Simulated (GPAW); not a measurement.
# SnTe (Fm-3m) in GPAW: settings compared, part 2 of 2

GPAW 26.7.0. The steps go on from the part before.

**4. Band structure, PBE**

run.py reads:

```python
from ase.dft.bandgap import bandgap
from ase.io import read, write
from ase.units import GPa
from gpaw import GPAW, PW

atoms = read('SnTe.xyz')

calc = GPAW(mode=PW(600),
            xc='PBE',
            kpts={'size': (7, 7, 7), 'gamma': True},
            occupations={'name': 'fermi-dirac', 'width': 0.05},
            nbands=19,
            convergence={'density': 1e-05, 'energy': 1e-05},
            maxiter=150,
            txt='gpaw.txt')
atoms.calc = calc
energy = atoms.get_potential_energy()
forces = atoms.get_forces()
stress = atoms.get_stress()
calc.write('gs.gpw')
write('result.traj', atoms)
print(f'Energy: {energy:.6f} eV')
print('Forces (eV/A):')
print(forces.round(4))
print('Stress (GPa):', (stress / GPa).round(3))
print('Fermi level:', round(calc.get_fermi_level(), 4), 'eV')
print(f'Gap: {bandgap(calc)[0]:.4f} eV, direct: {bandgap(calc, direct=True)[0]:.4f} eV')

path = atoms.cell.bandpath('GXWKGLUWLK,UX', npoints=100, eps=1e-4)
bs_calc = calc.fixed_density(kpts=path, symmetry='off', nbands=32,
                             convergence={'bands': 'CBM+6.0', 'eigenstates': 1e-6}, txt='bands.txt')
bs = bs_calc.band_structure()
bs.write('bs.json')
print(f'Gap on the path: {bandgap(bs_calc)[0]:.4f} eV')
```

SnTe.xyz reads:

```xyz
2
Lattice="0.0000000000 3.1508500000 3.1508500000 3.1508500000 0.0000000000 3.1508500000 3.1508500000 3.1508500000 0.0000000000" Properties=species:S:1:pos:R:3 pbc="T T T"
Te     3.1508500000      3.1508500000      3.1508500000
Sn     0.0000000000      0.0000000000      0.0000000000
```

Potentials or basis: GPAW PAW data sets (gpaw-data 1.2.1), pw.

The run is started by

```
OMP_NUM_THREADS=1 python run.py
```

gpaw.txt:

```text
__  _  _
 | _ |_)|_||  |
 |__||  | ||/\| - 26.7.0

Input parameters:
  mode=PW(ecut=600.0),
  convergence={'density': 1e-05, 'energy': 1e-05},
  kpts=MonkhorstPack(size=(7, 7, 7), gamma=True),
  maxiter=150,
  nbands=19,
  occupations=Occupations(name='fermi-dirac', width=0.05),
  xc=XC(name='PBE')

Diagonalizing LCAO Hamiltonian
Converting LCAO to pw mode

                 Te

       Sn

Atoms  # Å, Bohr magnetons
|   | symbol |        x |        y |        z |    initial magnetic moments |
|---|--------|----------|----------|----------|-----------------------------|
| 0 |     Te | 3.150850 | 3.150850 | 3.150850 | ( 0.0000,  0.0000,  0.0000) |
| 1 |     Sn | 0.000000 | 0.000000 | 0.000000 | ( 0.0000,  0.0000,  0.0000) |

Unit cell  # Å
| periodic |        x |        y |        z |  lengths |    angles |
|----------|----------|----------|----------|----------|-----------|
|      yes | 0.000000 | 3.150850 | 3.150850 | 4.455975 | 60.000000 |
|      yes | 3.150850 | 0.000000 | 3.150850 | 4.455975 | 60.000000 |
[... 203 lines left out ...]
  Kinetic:          14.543889
  Coulomb:         -14.628696
  Zero:              0.154292
  External:          0.000000
  Xc:               -7.886639
  Entropy:          -0.000076
  Spinorbit:         0.000000
  ----------------------------
  Free energy:      -7.817230
  Extrapolated:     -7.817192

dipole moment: (-21.376035, -21.376035, -21.376035)  # |e|*Ang

Fermi level: 6.535
Eigenvalues  # (at kpt = [0.000, 0.000, 0.000])
| band index |      eig [eV] | occ [0-2] |
|------------|---------------|-----------|
|          0 |       -15.426 |     2.000 |
|        ... |               |           |
|          2 |       -15.419 |     2.000 |
|          3 |       -15.419 |     2.000 |
|          4 |       -15.419 |     2.000 |
|          5 |        -6.331 |     2.000 |
|          6 |         1.803 |     2.000 |
|          7 |         4.304 |     2.000 |
[... 9 lines left out ...]
|         17 |        13.376 |     0.000 |
|         18 |        13.376 |     0.000 |

Gap: 0.662 eV
Transition (v -> c):
  (s=0, k=19, n=9, [0.43, 0.43, 0.43]) -> (s=0, k=19, n=10, [0.43, 0.43, 0.43])
No difference between direct/indirect transitions

Forces  # eV/Ang
|       x |        y |        z |
|---------|----------|----------|
| 0.00000 | -0.00000 | -0.00000 |  # Te   0
| 0.00000 | -0.00000 | -0.00000 |  # Sn   1

Stress tensor  # eV/Ang^3
|         x |         y |         z |
|-----------|-----------|-----------|
| -0.012159 |  0.000000 | -0.000000 |
|  0.000000 | -0.012159 | -0.000000 |
| -0.000000 | -0.000000 | -0.012159 |

# Writing to gs.gpw (mode='')
```

stdout:

```text
Energy: -7.817192 eV
Forces (eV/A):
[[ 0. -0. -0.]
 [ 0. -0. -0.]]
Stress (GPa): [-1.948 -1.948 -1.948 -0.    -0.     0.   ]
Fermi level: 6.5348 eV
Gap: 0.6625 eV, direct: 0.6625 eV
Gap on the path: 0.0992 eV
```

It took 100 s on 1 thread of Arm Neoverse V1, shared host; peak memory 0.36 GiB.

What came out:

| Item | Value |
| --- | --- |
| Free energy | -7.8172 eV |
| Pressure | 1.9 GPa |
| Band gap along the path | 0.10 eV, indirect (least direct gap 0.11 eV) |

Levels at the corners of the path, in eV from the Fermi level:
| point | band 8 | band 9 | band 10 | band 11 | band 12 | band 13 |
| --- | --- | --- | --- | --- | --- | --- |
| Γ | -2.23 | -2.23 | -2.23 | 3.27 | 3.27 | 3.27 |
| X | -5.66 | -3.83 | -3.83 | 2.11 | 4.84 | 4.84 |
| W | -4.91 | -4.91 | -0.90 | 0.77 | 4.56 | 4.56 |
| K | -5.26 | -3.33 | -2.79 | 2.94 | 3.01 | 4.13 |
| Γ | -2.23 | -2.23 | -2.23 | 3.27 | 3.27 | 3.27 |
| L | -1.89 | -1.89 | -0.06 | 0.04 | 0.29 | 0.29 |
| U | -5.26 | -3.33 | -2.79 | 2.94 | 3.01 | 4.13 |
| W | -4.91 | -4.91 | -0.90 | 0.77 | 4.56 | 4.56 |
| L | -1.89 | -1.89 | -0.06 | 0.04 | 0.29 | 0.29 |
| K | -5.26 | -3.33 | -2.79 | 2.94 | 3.01 | 4.13 |
| U | -5.26 | -3.33 | -2.79 | 2.94 | 3.01 | 4.13 |
| X | -5.66 | -3.83 | -3.83 | 2.11 | 4.84 | 4.84 |

Caveat: this odd mesh misses L, where the gap lies, so gap, dielectric constants and Born charges aren't listed; spin-orbit coupling is left out, which moves the levels of the heavy elements.

**5. Band structure, PBE, spin-orbit coupling, no magnetisation**

Changes to run.py since step 4:

```diff
@@ -1 +1,2 @@
+import numpy as np
 from ase.dft.bandgap import bandgap
@@ -4,4 +5,5 @@
 from gpaw import GPAW, PW
+from gpaw.spinorbit import soc_eigenstates
 
-atoms = read('SnTe.xyz')
+atoms = read('POSCAR')
 
@@ -9,3 +11,3 @@
             xc='PBE',
-            kpts={'size': (7, 7, 7), 'gamma': True},
+            kpts={'size': (5, 5, 5), 'gamma': True},
             occupations={'name': 'fermi-dirac', 'width': 0.05},
@@ -28,3 +30,3 @@
 
-path = atoms.cell.bandpath('GXWKGLUWLK,UX', npoints=100, eps=1e-4)
+path = atoms.cell.bandpath('GXWKGLUWLK,UX', npoints=80, eps=1e-4)
 bs_calc = calc.fixed_density(kpts=path, symmetry='off', nbands=32,
@@ -34 +36,7 @@
 print(f'Gap on the path: {bandgap(bs_calc)[0]:.4f} eV')
+
+soc = soc_eigenstates(bs_calc, theta=0, phi=0)
+np.savetxt('soc_bands.dat', soc.eigenvalues(), fmt='%.4f')
+mesh = soc_eigenstates('gs.gpw', theta=0, phi=0)
+np.savetxt('soc_mesh.dat', mesh.eigenvalues(), fmt='%.4f')
+print('Fermi level with spin-orbit coupling:', round(mesh.fermi_level, 4), 'eV')
```

POSCAR reads:

```
SnTe
1.0
    0.0000000000      3.1508500000      3.1508500000
    3.1508500000      0.0000000000      3.1508500000
    3.1508500000      3.1508500000      0.0000000000
Te Sn
1 1
Direct
    0.5000000000      0.5000000000      0.5000000000
    0.0000000000      0.0000000000      0.0000000000
```

The run is started by

```
OMP_NUM_THREADS=1 python run.py
```

It took 77 s on 1 thread of Arm Neoverse V1, shared host; peak memory 0.34 GiB.

Results (log left out):

```
Free energy             : -7.8173 eV
Pressure                : 2.0 GPa
Band gap along the path : 0.26 eV, indirect (least direct gap 0.30 eV)
```

Levels at the corners of the path, in eV from the Fermi level:
| point | band 16 | band 17 | band 18 | band 19 | band 20 | band 21 | band 22 | band 23 | band 24 | band 25 |
| --- | --- | --- | --- | --- | --- | --- | --- | --- | --- | --- |
| Γ | -2.78 | -1.86 | -1.86 | -1.86 | -1.86 | 2.71 | 2.71 | 3.64 | 3.64 | 3.64 |
| X | -5.62 | -4.01 | -4.01 | -3.52 | -3.52 | 2.18 | 2.18 | 4.49 | 4.49 | 5.32 |
| W | -4.96 | -4.76 | -4.76 | -0.84 | -0.84 | 0.82 | 0.82 | 4.51 | 4.51 | 4.75 |
| K | -5.22 | -3.35 | -3.35 | -2.65 | -2.65 | 2.78 | 2.78 | 3.29 | 3.29 | 4.21 |
| Γ | -2.78 | -1.86 | -1.86 | -1.86 | -1.86 | 2.71 | 2.71 | 3.64 | 3.64 | 3.64 |
| L | -2.19 | -1.53 | -1.53 | -0.15 | -0.15 | 0.16 | 0.16 | 0.30 | 0.30 | 0.54 |
| U | -5.22 | -3.35 | -3.35 | -2.65 | -2.65 | 2.78 | 2.78 | 3.29 | 3.29 | 4.21 |
| W | -4.96 | -4.76 | -4.76 | -0.84 | -0.84 | 0.82 | 0.82 | 4.51 | 4.51 | 4.75 |
| L | -2.19 | -1.53 | -1.53 | -0.15 | -0.15 | 0.16 | 0.16 | 0.30 | 0.30 | 0.54 |
| K | -5.22 | -3.35 | -3.35 | -2.65 | -2.65 | 2.78 | 2.78 | 3.29 | 3.29 | 4.21 |
| U | -5.22 | -3.35 | -3.35 | -2.65 | -2.65 | 2.78 | 2.78 | 3.29 | 3.29 | 4.21 |
| X | -5.62 | -4.01 | -4.01 | -3.52 | -3.52 | 2.18 | 2.18 | 4.49 | 4.49 | 5.32 |

Caveat: this odd mesh misses L, where the gap lies, so gap, dielectric constants and Born charges aren't listed; spin-orbit coupling was added after a scalar SCF, so levels and gaps hold it while energy, forces, pressure and moments don't; this program's spin-orbit splittings come out too wide for heavy elements.

**6. Band structure, LDA**

run.py reads:

```python
from ase.dft.bandgap import bandgap
from ase.io import read, write
from ase.units import GPa
from gpaw import GPAW, PW

atoms = read('SnTe.xyz')

calc = GPAW(mode=PW(600),
            xc='LDA',
            kpts={'size': (7, 7, 7), 'gamma': True},
            occupations={'name': 'fermi-dirac', 'width': 0.05},
            nbands=19,
            convergence={'density': 1e-05, 'energy': 1e-05},
            maxiter=150,
            txt='gpaw.txt')
atoms.calc = calc
energy = atoms.get_potential_energy()
forces = atoms.get_forces()
stress = atoms.get_stress()
calc.write('gs.gpw')
write('result.traj', atoms)
print(f'Energy: {energy:.6f} eV')
print('Forces (eV/A):')
print(forces.round(4))
print('Stress (GPa):', (stress / GPa).round(3))
print('Fermi level:', round(calc.get_fermi_level(), 4), 'eV')
print(f'Gap: {bandgap(calc)[0]:.4f} eV, direct: {bandgap(calc, direct=True)[0]:.4f} eV')

path = atoms.cell.bandpath('GXWKGLUWLK,UX', npoints=100, eps=1e-4)
bs_calc = calc.fixed_density(kpts=path, symmetry='off', nbands=32,
                             convergence={'bands': 'CBM+6.0', 'eigenstates': 1e-6}, txt='bands.txt')
bs = bs_calc.band_structure()
bs.write('bs.json')
print(f'Gap on the path: {bandgap(bs_calc)[0]:.4f} eV')
```

SnTe.xyz is that of step 4.

Potentials or basis: the program's PAW data sets (release 1.2.1) made for this functional, pw.

The run is started by

```
OMP_NUM_THREADS=1 python run.py
```

Wall time 98 s (1 thread of Arm Neoverse V1, shared host); peak memory 0.36 GiB.

Results (log left out):

```
Free energy             : -9.1350 eV
Pressure                : -1.8 GPa
Band gap along the path : 0.11 eV, indirect (least direct gap 0.11 eV)
```

Levels at the corners of the path, in eV from the Fermi level:
| point | band 8 | band 9 | band 10 | band 11 | band 12 | band 13 |
| --- | --- | --- | --- | --- | --- | --- |
| Γ | -2.15 | -2.15 | -2.15 | 3.26 | 3.26 | 3.26 |
| X | -5.58 | -3.74 | -3.74 | 2.19 | 4.82 | 4.82 |
| W | -4.83 | -4.83 | -0.84 | 0.78 | 4.61 | 4.61 |
| K | -5.18 | -3.25 | -2.75 | 2.97 | 3.03 | 4.17 |
| Γ | -2.15 | -2.15 | -2.15 | 3.26 | 3.26 | 3.26 |
| L | -1.79 | -1.79 | -0.08 | 0.04 | 0.32 | 0.32 |
| U | -5.18 | -3.25 | -2.75 | 2.97 | 3.03 | 4.17 |
| W | -4.83 | -4.83 | -0.84 | 0.78 | 4.61 | 4.61 |
| L | -1.79 | -1.79 | -0.08 | 0.04 | 0.32 | 0.32 |
| K | -5.18 | -3.25 | -2.75 | 2.97 | 3.03 | 4.17 |
| U | -5.18 | -3.25 | -2.75 | 2.97 | 3.03 | 4.17 |
| X | -5.58 | -3.74 | -3.74 | 2.19 | 4.82 | 4.82 |

Caveat: this odd mesh misses L, where the gap lies, so gap, dielectric constants and Born charges aren't listed; spin-orbit coupling is left out, which moves the levels of the heavy elements.

**7. Overview**

```csv
task,level,potentials or basis,spin,k mesh,band path,band points,data set,spin axis theta (degrees),spin axis phi (degrees),pressure (GPa)
band structure,LDA,"JTH PAW 2.0, LDA, pw",off,6 × 6 × 6,"GXWKGLUWLK,UX",60,"Sn jth, Te jth",-,-,-1.6
equation of state,r2SCAN+D4,"GPAW PAW data sets (gpaw-data 1.2.1), pw",off,6 × 6 × 6,-,-,-,-,-,-
band structure,PBE,"GPAW PAW data sets (gpaw-data 1.2.1), pw",off,7 × 7 × 7,"GXWKGLUWLK,UX",100,-,-,-,1.9
band structure,PBE,"GPAW PAW data sets (gpaw-data 1.2.1), pw","SOC, no magnetisation",5 × 5 × 5,"GXWKGLUWLK,UX",80,-,0,0,2.0
band structure,LDA,"the program's PAW data sets (release 1.2.1) made for this functional, pw",off,7 × 7 × 7,"GXWKGLUWLK,UX",100,-,-,-,-1.8
```

Alike in all rows: cell as given; cutoff (eV) 600; smearing fermi-dirac 0.05 eV.

Caveats: spin-orbit coupling is left out, which moves the levels of the heavy elements (some runs); the program truncates these outside data sets (some runs); the points scatter about the fit (some runs); the PAW data sets were made with another functional, which shifts forces and pressure a little (some runs); spin-orbit coupling was added after a scalar SCF, so levels and gaps hold it while energy, forces, pressure and moments don't (some runs); this program's spin-orbit splittings come out too wide for heavy elements (some runs).

Absolute energies hang on the potentials; compare differences alone.

**8. Against experiment**

Step 2. Against the measured gap of SnTe, 0.18 eV (direct; 300 K; a printed reference work, textbook), the calculated 0.14 eV is off by -0.04 eV. Spin-orbit coupling on Sn, Te is left out. The value is that of LDA, without temperature or zero-point motion. Semilocal functionals fall short of measured gaps as a rule.

Step 4. A measured gap of SnTe is 0.18 eV (direct; 300 K; a printed reference work, textbook); the calculated 0.10 eV misses it by -0.08 eV. Spin-orbit coupling on Sn, Te is left out. The value is that of PBE, without temperature or zero-point motion. Semilocal functionals fall short of measured gaps as a rule.

Step 5. Measured gap of SnTe: 0.18 eV (direct; 300 K; a printed reference work, textbook). This calculation gives 0.26 eV (+0.08 eV). The value is that of PBE, without temperature or zero-point motion.

Step 6. Measured gap of SnTe: 0.18 eV (direct; 300 K; a printed reference work, textbook). This calculation gives 0.11 eV (-0.07 eV). Spin-orbit coupling on Sn, Te is left out. The value is that of LDA, without temperature or zero-point motion. Semilocal functionals fall short of measured gaps as a rule.
